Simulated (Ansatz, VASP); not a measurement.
Given: the input of a run of Ansatz 0.2.0 on CdSe. The cell is a database's computed one, not the measured one.

The input input.yaml:

```yaml
crystal:
  lattice:
    - [0.0, 3.0702711986, 3.0702711986]
    - [3.0702711986, 0.0, 3.0702711986]
    - [3.0702711986, 3.0702711986, 0.0]
  atoms:
    - { symbol: Cd, position: [0.0, 0.0, 0.0] }
    - { symbol: Se, position: [0.25, 0.25, 0.25] }
hamiltonian:
  xc: pbesol
  pseudopotentials: { kind: paw }
kpoints:
  mp_grid: { grid: [8, 8, 8] }
scf:
  occupations: { method: gaussian, width: 0.02 }
output:
  forces: true
  stress: true
  eigenvalues: true
  write_density: true
  write_potential: true
  elf: true
  volumetric_format: npy
```

Potentials or basis: Ansatz PAW.

The run is started by

```console
$ ansatz run input.yaml --threads 2 --pin off --max-ram 5632MiB --backend cpu --events-out ev --progress --plain --runs-dir out
```

Problem. Set up the same calculation for VASP 6.6.1. Potentials or basis there: PBE PAW files Cd, Se, 520 eV.

Solution. As run (cutoffs and basis follow the program's own potentials, and thresholds, step limits or extra output files can differ):

The input INCAR:

```
PREC = Accurate
ENCUT = 520
EDIFF = 1E-6
ISMEAR = 0
SIGMA = 0.02
LREAL = F
LASPH = T
NELM = 60
ALGO = Fast
ISIF = 2
LWAVE = F
LCHARG = T
GGA = PS
LELF = T
LVHAR = T
NBANDS = 16
```

The input KPOINTS:

```
Automatic mesh
0
Gamma
  8 8 8
```

POSCAR

```
CdSe
4.342
    0.000000000000      0.707109902948      0.707109902948
    0.707109902948      0.000000000000      0.707109902948
    0.707109902948      0.707109902948      0.000000000000
Cd Se
1 1
Direct
    0.0000000000      0.0000000000      0.0000000000
    0.2500000000      0.2500000000      0.2500000000
```

Potentials or basis: VASP PAW PBE potentials, release 64 (Cd, Se).

Launch:

```console
$ cat potpaw_PBE.64/Cd/POTCAR potpaw_PBE.64/Se/POTCAR > POTCAR
$ mpirun -np 1 vasp_std > vasp.out
```

Both were run:

|  | Ansatz | VASP |
| --- | --- | --- |
| Pressure | -1.4 GPa | -1.1 GPa |

Ansatz's pressure holds a Pulay term of +0.02 GPa for its cutoff of 420 eV, which the other run lacks.

The potentials hold 36 and 18 valence electrons a cell.

Ansatz's potentials were made for PBE. VASP's potentials were made for PBE.

Where Ansatz's input types no cutoff or centring, it takes its own default and a Γ-centred mesh.

Pressure is positive in compression.
